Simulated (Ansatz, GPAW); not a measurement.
ZrSe2: PBE in single-zeta orbitals, run from Python

These are simulated results from GPAW 26.7.0, not measurements. The cell began as a measured structure and was relaxed with r2SCAN+rVV10 in plane waves (Ansatz 0.2.0). All runs are without spin polarisation.

Space group P-3m1 (No. 164), trigonal; conventional cell a = 3.789 Å, c = 6.181 Å, 25.62 Å³ an atom. Around Zr lie 6 Se at 2.69 Å; around Se lie 3 Zr at 2.69 Å.

The basis is minimal: single zeta, one radial function for each shell that the log's basis lists. It describes the filled bands fairly and the empty ones poorly.

Input script:

```python
import json
from ase import Atoms
from gpaw import GPAW, PW, FermiDirac

atoms = Atoms(['Zr', 'Se', 'Se'],
              cell=[[3.78938552, 0.0, 0.0], [-1.89469276, 3.28170413, 0.0], [0.0, 0.0, 6.1806783]],
              scaled_positions=[[0.0, 0.0, 0.0], [0.333333333, 0.666666667, 0.253745325], [0.666666667, 0.333333333, 0.746254675]],
              pbc=True)
calc = GPAW(mode='lcao', basis='sz(dzp)', h=0.2, xc='PBE', kpts={'size': (6, 6, 4), 'gamma': True},
            occupations=FermiDirac(0.02), maxiter=100, legacy_gpaw=True, txt='gpaw.txt')
atoms.calc = calc
res = {'energy': atoms.get_potential_energy(force_consistent=True)}
res['electrons'] = calc.get_number_of_electrons()
res['k'] = calc.get_ibz_k_points().tolist()
res['levels'] = [calc.get_eigenvalues(kpt=i).tolist() for i in range(len(res['k']))]
points = [[0.0, 0.0, 0.0], [0.5, 0.0, 0.0], [0.333333, 0.333333, 0.0], [0.0, 0.0, 0.5], [0.5, 0.0, 0.5], [0.333333, 0.333333, 0.5], [-0.041667, 0.005208, 0.0], [0.0, 0.5, 0.5]]
bands = calc.fixed_density(kpts=points, symmetry='off', txt='bands.txt')
res['points'] = [bands.get_eigenvalues(kpt=i).tolist() for i in range(len(points))]
json.dump(res, open('results.json', 'w'))
print('free energy (eV):', round(res['energy'], 5))
```

Command: `python run.py`. It took 30 s on 1 thread of Intel(R) Xeon(R) 6975P-C (Granite Rapids) (shared host), peak memory 0.17 GiB.

The log gpaw.txt, trimmed of paths, versions and times, then the last line on the terminal. An iter line gives the energy in eV and the logarithms of the changes of orbitals (plane waves alone) and density (c: converged):

```
___ ___ ___ _ _ _
 |   |   |_  | | | |

 | | | | | . | | | |

 |__ |  _|___|_____|  26.7.0
 |___|_|

Input parameters:
  basis: sz(dzp)
  h: 0.2
  kpts: {gamma: True,
         size: (6, 6, 4)}
  maxiter: 100
  mode: lcao
  occupations: {fixmagmom: False,
                name: fermi-dirac,
                width: 0.02}
  xc: PBE

System changes: positions, numbers, cell, pbc, initial_charges, initial_magmoms

Initialize ...

species:
  Zr:
    name:    Zirconium
    Z:       40.0
    valence: 12
    core:    28
    charge:  0.0  # [|e|]
    compensation charges:
      type: gauss
      rc: 0.40  # [Å]
      lmax: 2
    cutoffs:
      filter: 2.39  # [Å]
      core: 1.59  # [Å]
    projectors
    | kind |    occ | energy [eV] | rcut [Å] |

    |------|--------|-------------|----------|

    |   4s |  2.000 |     -54.478 |    1.323 |

    |   5s |  2.000 |      -4.438 |    1.323 |

    |   4p |  6.000 |     -32.467 |    1.334 |

    |   5p |  0.000 |      -1.470 |    1.334 |

    |   4d |  2.000 |      -3.600 |    1.244 |

    |    d |        |      23.611 |    1.244 |

    LCAO basis set for Zr:
      Name: sz(dzp)
      Number of radial functions: 5
      Number of spherical harmonics: 13
        l=0, rc=3.8594 Bohr: 4s-sz confined orbital
        l=0, rc=10.2031 Bohr: 5s-sz confined orbital
        l=1, rc=4.4531 Bohr: 4p-sz confined orbital
        l=1, rc=13.3594 Bohr: 5p-sz confined orbital
        l=2, rc=7.9062 Bohr: 4d-sz confined orbital
      Number of RI-basis functions 0

  Se:
    name:    Selenium
    Z:       34.0
    valence: 6
    core:    28
    charge:  0.0  # [|e|]
    compensation charges:
      type: gauss
      rc: 0.27  # [Å]
      lmax: 2
    cutoffs:
      filter: 1.77  # [Å]
      core: 2.67  # [Å]
    projectors
    | kind |    occ | energy [eV] | rcut [Å] |

    |------|--------|-------------|----------|

    |   4s |  2.000 |     -17.277 |    0.847 |

    |   4p |  4.000 |      -6.512 |    1.005 |

    |    s |        |       9.935 |    0.847 |

    |    p |        |      20.699 |    1.005 |

    |    d |        |       0.000 |    0.847 |

    LCAO basis set for Se:
      Name: sz(dzp)
      Number of radial functions: 2
      Number of spherical harmonics: 4
        l=0, rc=5.7344 Bohr: 4s-sz confined orbital
        l=1, rc=7.2656 Bohr: 4p-sz confined orbital
      Number of RI-basis functions 0

Reference energy: -230100.635496  # eV

Spin-paired calculation

Convergence criteria:
 Maximum [total energy] change in last 3 cyles: 0.0005 eV / valence electron
 Maximum integral of absolute [dens]ity change: 0.0001 electrons / valence electron
 Maximum integral of absolute [eigenst]ate change: 4e-08 eV^2 / valence electron
 Maximum number of scf [iter]ations: 100
 (Square brackets indicate name in SCF output, whereas a 'c' in
 the SCF output indicates the quantity has converged.)

Symmetries present (total): 4

  ( 1  0  0)  ( 1  0  0)  (-1  0  0)  (-1  0  0)
  ( 0  1  0)  (-1 -1  0)  ( 1  1  0)  ( 0 -1  0)
  ( 0  0  1)  ( 0  0 -1)  ( 0  0  1)  ( 0  0 -1)

144 k-points: 6 x 6 x 4 Monkhorst-Pack grid + [1/12,1/12,1/8]
47 k-points in the irreducible part of the Brillouin zone
       k-points in crystal coordinates                weights
   0:     0.00000000    0.00000000    0.00000000          1/144
   1:     0.00000000    0.00000000    0.25000000          2/144
   2:     0.00000000    0.00000000    0.50000000          1/144
   3:     0.00000000    0.16666667   -0.25000000          2/144
   4:     0.00000000    0.16666667    0.00000000          2/144
   5:     0.00000000    0.16666667    0.25000000          2/144
   6:     0.00000000    0.16666667    0.50000000          2/144
   7:     0.00000000    0.33333333   -0.25000000          2/144
   8:     0.00000000    0.33333333    0.00000000          2/144
   9:     0.00000000    0.33333333    0.25000000          2/144
          ...
  46:     0.50000000    0.50000000    0.50000000          2/144

Wave functions: LCAO
  Diagonalizer: Serial LAPACK
  Atomic Correction: dense with blas
  Data-type: complex

Occupation numbers: Fermi-Dirac:
  width: 0.0200  # eV

Eigensolver
   LCAO using direct dense diagonalizer

Densities:
  Coarse grid: 16*16*32 grid
  Fine grid: 32*32*64 grid
  Total Charge: 0.000000

Density mixing:
  Method: separate
  Backend: msr1
  Linear mixing parameter: 0.05
  old densities: 10
  Width of damping distribution: 1.1
  Damping of long wavelength oscillations: 20

Hamiltonian:
  XC and Coulomb potentials evaluated on a 32*32*64 grid
  Using the PBE Exchange-Correlation functional
  Interpolation: tri-quintic (5. degree polynomial)
  Poisson solver: FastPoissonSolver using
    Stencil: 8*3+1=25 point O(h^6) finite-difference Laplacian
    FFT axes: [np.int64(0), np.int64(1), np.int64(2)]
    FST axes: []

XC parameters: PBE with 2 nearest neighbor stencil

Memory estimate:
  Process memory now: 117.57 MiB
  Calculator: 21.27 MiB
    Density: 11.66 MiB
      Arrays: 1.62 MiB
      Localized functions: 8.78 MiB
      Mixer: 1.25 MiB
    Hamiltonian: 1.74 MiB
      Arrays: 1.06 MiB
      XC: 0.00 MiB
      Poisson: 0.00 MiB
      vbar: 0.68 MiB
    Wavefunctions: 7.87 MiB
      C [qnM]: 0.29 MiB
      S, T [2 x qmm]: 0.63 MiB
      P [aqMi]: 0.04 MiB
      BasisFunctions: 6.91 MiB
      Eigensolver: 0.00 MiB

Total number of cores used: 1

Number of atoms: 3
Number of atomic orbitals: 21
Number of bands in calculation: 19
Number of valence electrons: 24
Bands to converge: occupied
Positions:
   0 Zr     0.000000    0.000000    0.000000    ( 0.0000,  0.0000,  0.0000)
   1 Se    -0.000000    2.187803    1.568318    ( 0.0000,  0.0000,  0.0000)
   2 Se     1.894693    1.093901    4.612360    ( 0.0000,  0.0000,  0.0000)

Unit cell:
           periodic     x           y           z      points  spacing
  1. axis:    yes    3.789386    0.000000    0.000000    16     0.2051
  2. axis:    yes   -1.894693    3.281704    0.000000    16     0.2051
  3. axis:    yes    0.000000    0.000000    6.180678    32     0.1931

  Lengths:   3.789386   3.789386   6.180678
  Angles:   90.000000  90.000000 120.000000

Effective grid spacing dv^(1/3) = 0.2109

iter:   1   -16.896567        c
iter:   2   -16.782708        c -1.27
iter:   3   -16.582132        c -1.33
iter:   4   -16.580801        c -1.72
iter:   5   -16.573001c       c -2.06
iter:   6   -16.572982c       c -2.93
iter:   7   -16.572847c       c -3.06
iter:   8   -16.572847c       c -4.15c

Converged after 8 iterations.

Energy contributions relative to reference atoms: (reference = -230100.635496)

Kinetic:        +14.437913
Potential:      -15.814142
External:        +0.000000
XC:             -15.435155
Entropy (-ST):   -0.000051
Local:           +0.238563
SIC:             +0.000000
--------------------------
Free energy:    -16.572872
Extrapolated:   -16.572847

Showing only first 2 kpts
 Kpt  Band  Eigenvalues  Occupancy
  0    10      5.65970    2.00000
  0    11      5.84434    1.96786
  0    12      6.54175    0.00000
  0    13      6.54279    0.00000

  1    10      5.57249    2.00000
  1    11      5.57479    2.00000
  1    12      6.53350    0.00000
  1    13      6.53454    0.00000

Fermi level: 5.92663

Gap: 0.187 eV
Transition (v -> c):
  (s=0, k=0, n=11, [0.00, 0.00, 0.00]) -> (s=0, k=46, n=12, [0.50, 0.50, 0.50])
Direct/indirect transitions are different
Direct gap: 0.697 eV
Transition at: (s=0, k=0, n=11, [0.00, 0.00, 0.00])

free energy (eV): -16.57287
```

The gap in the log is over the mesh alone; results.json adds the listed points. PBE in single-zeta orbitals gives a gap of 0.19 eV. On the same cell, plane-wave PBE (Ansatz, 12×12×4 k points and the special points) gives a gap of 0.31 eV and r2SCAN a gap of 0.61 eV; on shared hosts these took about 4.7 and 9.2 core-seconds on the 3-atom cell, against 30 for the script. Semilocal gaps usually lie below measured ones.

The runs are scalar-relativistic, without spin-orbit coupling.
